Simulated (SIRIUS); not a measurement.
Runs of SIRIUS 7.12.0 on BAs. The structure is cubic, space group F-43m (No. 216). The conventional cell has a = 4.777 Å, b = 4.777 Å, c = 4.777 Å, α = 90.00°, β = 90.00°, γ = 90.00°. Around As (site symmetry -43m) lie 4 B at 2.07 Å. B (site symmetry -43m) has 4 As at 2.07 Å as nearest neighbours. 

```csv
task,level,reference energy of the basis,start of the SCF,gap on the mesh (eV),V0 of scaled cells (Å³/atom),B0 (GPa)
single point,PBE,0.29 Ha,LDA density,1.19,-,-
single point,PBEsol,0.29 Ha,LDA density,1.09,-,-
equation of state,PBE,-,-,-,(a),132
equation of state,PBEsol,-,-,-,13.55,(b)
```

Alike in all rows: potentials or basis all-electron FP-LAPW, apw+lo standard; no spin polarisation; cell as given; k mesh 10 × 10 × 10; cutoff (eV) 228; smearing fermi-dirac 0.05 eV.

Fill in the values left out.

(a) 13.90; (b) 140.

A k mesh can miss the band edges, and the runs leave out spin-orbit coupling on As.
